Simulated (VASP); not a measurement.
# InAs (F-43m) in VASP: a series of runs

One crystal, InAs, is run at these levels: PBEsol; tasks: relaxation of cell and atoms.

Everything below comes from runs of VASP 6.6.1. Logs are shortened: lines on timing, memory, paths and dates and some standing lists are left out, and cuts for length are marked.

## 1. The structure

It takes space group F-43m (No. 216, cubic). The conventional cell has a = 6.036 Å, b = 6.036 Å, c = 6.036 Å, α = 90.00°, β = 90.00°, γ = 90.00°. In (site symmetry -43m) is surrounded by 4 As at 2.61 Å. Around As (site symmetry -43m) lie 4 In at 2.61 Å.

## 2. Relaxation of cell and atoms, PBEsol

Contents of INCAR:

```
SYSTEM = InAs
PREC = Accurate
ENCUT = 600
EDIFF = 1E-6
ISMEAR = 0
SIGMA = 0.03
LREAL = .False.
LASPH = .True.
NELM = 80
ALGO = Normal
ISIF = 3
LWAVE = .False.
LCHARG = .False.
GGA = PS
IBRION = 2
NSW = 90
EDIFFG = -0.01
KPAR = 2
```

Contents of KPOINTS:

```
Automatic mesh
0
Gamma
  10 10 10
  0 0 0
```

Contents of POSCAR:

```
InAs
1.0
    0.0000000000      3.0180000000      3.0180000000
    3.0180000000      0.0000000000      3.0180000000
    3.0180000000      3.0180000000      0.0000000000
In As
1 1
Direct
    0.0000000000      0.0000000000      0.0000000000
    0.2500000000      0.2500000000      0.2500000000
```

Potentials or basis: VASP PAW PBE potentials, release 64 (In_d, As).

On the command line:

```
$ cat potpaw_PBE.64/In_d/POTCAR potpaw_PBE.64/As/POTCAR > POTCAR
$ mpirun -np 2 vasp_std > vasp.out
```

OUTCAR:

```text
SYSTEM = InAs
   PREC = Accurate
   ENCUT = 600
   EDIFF = 1E-6
   ISMEAR = 0
   LREAL = .False.
   LASPH = .True.
   NELM = 80
   ISIF = 3
   GGA = PS
   IBRION = 2
   NSW = 90
   EDIFFG = -0.01

 ion  position               nearest neighbor table
   1  0.000  0.000  0.000-   2 2.61   2 2.61   2 2.61   2 2.61
   2  0.250  0.250  0.250-   1 2.61   1 2.61   1 2.61   1 2.61

  LATTYP: Found a face centered cubic cell.
 ALAT       =     6.0360000000

  Lattice vectors:

 A1 = (   0.0000000000,   3.0180000000,   3.0180000000)
 A2 = (   3.0180000000,   0.0000000000,   3.0180000000)
 A3 = (   3.0180000000,   3.0180000000,   0.0000000000)

Analysis of symmetry for initial positions (statically):
=====================================================================
 Subroutine PRICEL returns:
 Original cell was already a primitive cell.

 Routine SETGRP: Setting up the symmetry group for a
 face centered cubic supercell.

 Subroutine GETGRP returns: Found 24 space group operations
 (whereof 24 operations were pure point group operations)
 out of a pool of 48 trial point group operations.

The static configuration has the point symmetry T_d .

Analysis of symmetry for dynamics (positions and initial velocities):
=====================================================================
 Subroutine PRICEL returns:
 Original cell was already a primitive cell.

 Routine SETGRP: Setting up the symmetry group for a
 face centered cubic supercell.

 Subroutine GETGRP returns: Found 24 space group operations
 (whereof 24 operations were pure point group operations)
 out of a pool of 48 trial point group operations.

The dynamic configuration has the point symmetry T_d .

 Subroutine INISYM returns: Found 24 space group operations
 (whereof 24 operations are pure point group operations),
 and found     1 'primitive' translations

----------------------------------------------------------------------------------------

                                     Primitive cell

  volume of cell :      54.9778

  direct lattice vectors                    reciprocal lattice vectors
     0.000000000  3.018000000  3.018000000    -0.165672631  0.165672631  0.165672631
     3.018000000  0.000000000  3.018000000     0.165672631 -0.165672631  0.165672631
     3.018000000  3.018000000  0.000000000     0.165672631  0.165672631 -0.165672631

  length of vectors
     4.268096531  4.268096531  4.268096531     0.286953414  0.286953414  0.286953414

  position of ions in fractional coordinates (direct lattice)
     0.000000000  0.000000000  0.000000000
     0.250000000  0.250000000  0.250000000

  ion indices of the primitive-cell ions
   primitive index   ion index
                 1           1
                 2           2

----------------------------------------------------------------------------------------

 KPOINTS: Automatic mesh

Automatic generation of k-mesh.
 Grid dimensions read from file:
 generate k-points for:   10   10   10

 Generating k-lattice:

  Cartesian coordinates                     Fractional coordinates (reciprocal lattice)
    -0.016567263  0.016567263  0.016567263     0.100000000  0.000000000  0.000000000
     0.016567263 -0.016567263  0.016567263     0.000000000  0.100000000  0.000000000
     0.016567263  0.016567263 -0.016567263     0.000000000  0.000000000  0.100000000

  Length of vectors
     0.028695341  0.028695341  0.028695341

  Shift w.r.t. Gamma in fractional coordinates (k-lattice)
     0.000000000  0.000000000  0.000000000

 Subroutine IBZKPT returns following result:
 ===========================================

 Found     47 irreducible k-points:

 Following reciprocal coordinates:
            Coordinates               Weight
  0.000000  0.000000  0.000000      1.000000
  0.100000  0.000000  0.000000      8.000000
  0.200000  0.000000  0.000000      8.000000
  0.300000  0.000000  0.000000      8.000000
  0.400000  0.000000  0.000000      8.000000
  0.500000  0.000000  0.000000      4.000000
[... 16 lines left out ...]
  0.300000  0.300000  0.000000      6.000000
  0.400000  0.300000  0.000000     24.000000
 [... further k-points ...]
   k-points           NKPTS =     47   k-points in BZ     NKDIM =     47   number of bands    NBANDS=     13
   number of dos      NEDOS =    301   number of ions     NIONS =      2
   total plane-waves  NPLWV =  46656
   dimension x,y,z NGX =    36 NGY =   36 NGZ =   36
   dimension x,y,z NGXF=    72 NGYF=   72 NGZF=   72
   ions per type =               1   1
   NGX,Y,Z   is equivalent  to a cutoff of  14.02, 14.02, 14.02 a.u.
   NGXF,Y,Z  is equivalent  to a cutoff of  28.04, 28.04, 28.04 a.u.
 SYSTEM =  InAs
   PREC   = accura    normal or accurate (medium, high low for compatibility)
   ISTART =      0    job   : 0-new  1-cont  2-samecut
   ICHARG =      2    charge: 1-file 2-atom 10-const
   ISPIN  =      1    spin polarized calculation?
   LNONCOLLINEAR =      F non collinear calculations
   LSORBIT =      F    spin-orbit coupling
   LASPH  =      T    aspherical Exc in radial PAW
   ENCUT  =  600.0 eV  44.10 Ry    6.64 a.u.   8.52  8.52  8.52*2*pi/ulx,y,z
   NELM   =     80;   NELMIN=  2; NELMDL= -5     # of ELM steps
   EDIFF  = 0.1E-05   stopping-criterion for ELM
   LREAL  =      F    real-space projection
   EDIFFG = -.1E-01   stopping-criterion for IOM
   NSW    =     90    number of steps for IOM
   IBRION =      2    ionic relax: 0-MD 1-quasi-New 2-CG
   NFREE  =      1    steps in history (QN), initial steepest desc. (CG)
   ISIF   =      3    stress and relaxation
   ISYM   =      2    0-nonsym 1-usesym 2-fastsym
   POTIM  = 0.5000    time-step for ionic-motion
   TEBEG  =    0.0;   TEEND  =   0.0 temperature during run
   PSTRESS=    0.0 pullay stress
   NELECT =      18.0000    total number of electrons
   NUPDOWN=      -1.0000    fix difference up-down
   EMIN   =  10.00;   EMAX   =-10.00  energy-range for DOS
   EFERMI =   0.00;   METHOD = LEGACY
   ISMEAR =     0;   SIGMA  =   0.03  broadening in eV -4-tet -1-fermi 0-gaus
   EFERMI_NEDOS =   21; number of points for ismear=-14 and -15
   IALGO  =     38    algorithm
   IMIX   =      4    mixing-type and parameters
     AMIX     =   0.40;   BMIX     =  1.00
     AMIX_MAG =   1.60;   BMIX_MAG =  1.00
  volume/ion in A,a.u.               =      27.49       185.50
  Fermi-wavevector in a.u.,A,eV,Ry     =   1.128331  2.132236 17.321990  1.273130
  Thomas-Fermi vector in A             =   2.265020
   LORBIT       =      0    0 simple, 1 ext, 2 COOP (PROOUT), +10 PAW based schemes
   GGA     = PS    functional components
   LHFCALC =     F    Hartree Fock is set to
   AEXX    =    0.0000 exact exchange contribution
   IVDW    =     0    specifies the selected vdW correction
   LEPSILON=     F    determine dielectric tensor
   LRPA    =     F    only Hartree local field effects (RPA)
 conjugate gradient relaxation of ions
 non-spin polarized calculation
 Gauss-broadening in eV      SIGMA  =   0.03
  energy-cutoff  :      600.00
  volume of cell :       54.98
 maximum number of plane-waves:      1854
 NGX is ok and might be reduce to    36
   NGX = 17   NGY = 17   NGZ = 17

--------------------------------------- Ionic step        1  -------------------------------------------

 number of electron      18.0000003 magnetization

 Free energy of the ion-electron system (eV)
  ---------------------------------------------------
  ext. energy  EPLUGINS =         0.00000000
  ---------------------------------------------------
  free energy    TOTEN  =        -8.48258744 eV

  energy without entropy =       -8.48254116  energy(sigma->0) =       -8.48256430

 E-fermi :   4.4372     XC(G=0):  -9.3082

 val. band max:        4.4280757956   @ k =   0.0000   0.0000   0.0000
 cond. band min:       5.3138913391   @ k =   0.5000   0.0000   0.0000
 fundamental gap:      0.8858155435
 Fermi energy:         4.4372128700

 k-point     1 :       0.0000    0.0000    0.0000
  band No.  band energies     occupation
      1      -9.9157      2.00000
      2      -9.9157      2.00000
      3      -9.9157      2.00000
      4      -9.7854      2.00000
      5      -9.7854      2.00000
      6      -7.4982      2.00000
      7       4.1730      2.00000
      8       4.4281      1.33333
      9       4.4281      1.33333
     10       4.4281      1.33333
     11       8.2865      0.00000
     12       8.2865      0.00000
     13       8.2865      0.00000

 k-point     2 :       0.1000    0.0000    0.0000
  band No.  band energies     occupation
      1      -9.9299      2.00000
      2      -9.9117      2.00000
      3      -9.9117      2.00000
      4      -9.7855      2.00000
      5      -9.7855      2.00000
      6      -7.3919      2.00000
      7       2.8805      2.00000
      8       4.2966      2.00000
      9       4.2966      2.00000
     10       5.3430      0.00000
     11       8.3433      0.00000
     12       8.4787      0.00000
     13       8.4787      0.00000
[... 401 lines left out ...]
 VOLUME and BASIS-vectors are now :
 -----------------------------------------------------------------------------
  energy-cutoff  :      600.00
  volume of cell :       57.21
      direct lattice vectors                 reciprocal lattice vectors
     0.000000000  3.058384206  3.058384206    -0.163485019  0.163485019  0.163485019
     3.058384206 -0.000000000  3.058384206     0.163485019 -0.163485019  0.163485019
     3.058384206  3.058384206  0.000000000     0.163485019  0.163485019 -0.163485019

 POSITION                                       TOTAL-FORCE (eV/Angst)
 -----------------------------------------------------------------------------------
      0.00000      3.05838      3.05838         0.000000     -0.000000     -0.000000
      1.52919      1.52919      1.52919        -0.000000      0.000000      0.000000
 -----------------------------------------------------------------------------------
    total drift:                               -0.000000     -0.000000     -0.000000

  FREE ENERGIE OF THE ION-ELECTRON SYSTEM (eV)
  ---------------------------------------------------
  free  energy   TOTEN  =        -8.4884693400 eV

  energy  without entropy=       -8.4884230613  energy(sigma->0) =       -8.48844620

--------------------------------------- Ionic step        3  -------------------------------------------

 number of electron      18.0000003 magnetization

 Free energy of the ion-electron system (eV)
  ---------------------------------------------------
  ext. energy  EPLUGINS =         0.00000000
  ---------------------------------------------------
  free energy    TOTEN  =        -8.49004261 eV

  energy without entropy =       -8.48999633  energy(sigma->0) =       -8.49001947

 E-fermi :   4.1651     XC(G=0):  -9.1897

 val. band max:        4.1559976108   @ k =   0.0000   0.0000   0.0000
 cond. band min:       4.9842054559   @ k =   0.5000   0.0000   0.0000
 fundamental gap:      0.8282078451
 Fermi energy:         4.1651346834

 k-point     1 :       0.0000    0.0000    0.0000
  band No.  band energies     occupation
      1     -10.1329      2.00000
      2     -10.1329      2.00000
      3     -10.1329      2.00000
      4     -10.0138      2.00000
      5     -10.0138      2.00000
      6      -7.5955      2.00000
      7       3.7638      2.00000
      8       4.1560      1.33333
      9       4.1560      1.33333
     10       4.1560      1.33333
     11       8.0026      0.00000
     12       8.0026      0.00000
     13       8.0026      0.00000

 k-point     2 :       0.1000    0.0000    0.0000
  band No.  band energies     occupation
      1     -10.1454      2.00000
      2     -10.1293      2.00000
      3     -10.1293      2.00000
      4     -10.0139      2.00000
      5     -10.0139      2.00000
      6      -7.4945      2.00000
      7       2.5749      2.00000
      8       4.0306      2.00000
      9       4.0306      2.00000
     10       4.9895      0.00000
     11       8.0461      0.00000
     12       8.1880      0.00000
     13       8.1880      0.00000
[... 365 lines left out ...]
 VOLUME and BASIS-vectors are now :
 -----------------------------------------------------------------------------
  energy-cutoff  :      600.00
  volume of cell :       56.49
      direct lattice vectors                 reciprocal lattice vectors
     0.000000000  3.045454062  3.045454062    -0.164179131  0.164179131  0.164179131
     3.045454062 -0.000000000  3.045454062     0.164179131 -0.164179131  0.164179131
     3.045454062  3.045454062  0.000000000     0.164179131  0.164179131 -0.164179131

 POSITION                                       TOTAL-FORCE (eV/Angst)
 -----------------------------------------------------------------------------------
      0.00000      0.00000      0.00000        -0.000000     -0.000000     -0.000000
      1.52273      1.52273      1.52273         0.000000      0.000000      0.000000
 -----------------------------------------------------------------------------------
    total drift:                               -0.000000     -0.000000     -0.000000

  FREE ENERGIE OF THE ION-ELECTRON SYSTEM (eV)
  ---------------------------------------------------
  free  energy   TOTEN  =        -8.4900426072 eV

  energy  without entropy=       -8.4899963285  energy(sigma->0) =       -8.49001947

 reached required accuracy - stopping structural energy minimisation
```

Run time: 28 s. Hardware: 2 MPI ranks of Intel Xeon 6975P-C (Granite Rapids), shared host; peak memory 0.23 GiB.

What came out:

- Free energy: -8.4900 eV
- Relaxed volume: 28.25 Å³/atom
- Relaxed cell: a = 4.307 Å, b = 4.307 Å, c = 4.307 Å, α = 60.00°, β = 60.00°, γ = 60.00°
- Space group after relaxing (to 0.05 Å): F-43m (No. 216)
- Energy gained by relaxing: 3.7 meV/atom
- Ionic steps: 3
- Pressure after relaxing: 0.0 GPa
- Band gap on the k mesh: none (metal or under the smearing width)

The path:
```
step  energy change (eV)  largest force (eV/Å)  pressure (GPa)  volume (Å³)
   1              0.0000                0.0000            1.62        54.98
   2             -0.0059                0.0000           -0.70        57.21
   3             -0.0075                0.0000            0.01        56.49
```

Final structure:
```yaml
crystal:
  lattice:
    - [0.00000, 3.04545, 3.04545]
    - [3.04545, 0.00000, 3.04545]
    - [3.04545, 3.04545, 0.00000]
  atoms:
    - { symbol: In, position: [0.00000, 0.00000, 0.00000] }
    - { symbol: As, position: [0.25000, 0.25000, 0.25000] }
```

Levels at points of the mesh, in eV from the Fermi level:
| k point | band 6 | band 7 | band 8 | band 9 | band 10 | band 11 | band 12 | band 13 |
| --- | --- | --- | --- | --- | --- | --- | --- | --- |
| (0.00, 0.00, 0.00) | -11.76 | -0.40 | -0.01 | -0.01 | -0.01 | 3.84 | 3.84 | 3.84 |
| (0.50, 0.00, 0.00) | -10.34 | -5.71 | -0.97 | -0.97 | 0.82 | 4.60 | 4.60 | 6.68 |
| (0.50, 0.50, 0.00) | -9.82 | -5.80 | -2.28 | -2.28 | 1.47 | 1.97 | 8.93 | 9.06 |

Caveat: the PAW data sets were made with another functional, which shifts forces and pressure a little; this crystal is a semiconductor, whose small gap the functional closes, so the metal is an error of the method. Zero-point motion and thermal expansion aren't in these numbers.

## 3. Relaxation of cell and atoms, PBEsol

This run uses another cell than the first one, of 28.25 Å³/atom, 1.028 times its volume.

Changes to INCAR since step 2:

```diff
@@ -3,3 +3,3 @@
 ENCUT = 600
-EDIFF = 1E-6
+EDIFF = 1E-7
 ISMEAR = 0
@@ -16,3 +16,3 @@
 NSW = 90
-EDIFFG = -0.01
+EDIFFG = -0.005
 KPAR = 2
```

KPOINTS is that of step 2.

Contents of POSCAR:

```
InAs                                    
1.0
    0.0000000000      3.0454540621      3.0454540621
    3.0454540621     -0.0000000000      3.0454540621
    3.0454540621      3.0454540621      0.0000000000
  In              As            
     1     1
Direct
     0.0000000000000000    0.0000000000000000    0.0000000000000000
     0.2500000000000000    0.2500000000000000    0.2500000000000000
```

Potentials or basis: VASP PAW PBE potentials, release 64 (In_d, As).

On the command line:

```
$ cat potpaw_PBE.64/In_d/POTCAR potpaw_PBE.64/As/POTCAR > POTCAR
$ mpirun -np 2 vasp_std > vasp.out
```

It took 10 s on 2 MPI ranks of Intel Xeon 6975P-C (Granite Rapids), shared host; peak memory 0.21 GiB.

The run converged. Its results:

```
Free energy             : -8.4902 eV
Pressure after relaxing : 0.0 GPa
Band gap on the k mesh  : none (metal or under the smearing width)
```

Final structure:
```
In As
1.0
     0.00000    3.04545    3.04545
     3.04545    0.00000    3.04545
     3.04545    3.04545    0.00000
In As
1 1
Direct
  0.00000 0.00000 0.00000
  0.25000 0.25000 0.25000
```

Levels at points of the mesh, in eV from the Fermi level:
| k point | band 5 | band 6 | band 7 | band 8 | band 9 | band 10 | band 11 | band 12 | band 13 |
| --- | --- | --- | --- | --- | --- | --- | --- | --- | --- |
| (0.00, 0.00, 0.00) | -14.18 | -11.76 | -0.40 | -0.01 | -0.01 | -0.01 | 3.84 | 3.84 | 3.84 |
| (0.50, 0.00, 0.00) | -14.17 | -10.34 | -5.71 | -0.97 | -0.97 | 0.82 | 4.60 | 4.60 | 6.68 |
| (0.50, 0.50, 0.00) | -14.16 | -9.82 | -5.80 | -2.28 | -2.28 | 1.47 | 1.97 | 8.93 | 9.06 |

Caveat: the relaxation stopped at its first step, so nothing moved; the PAW data sets were made with another functional, which shifts forces and pressure a little; this crystal is a semiconductor, whose small gap the functional closes, so the metal is an error of the method.
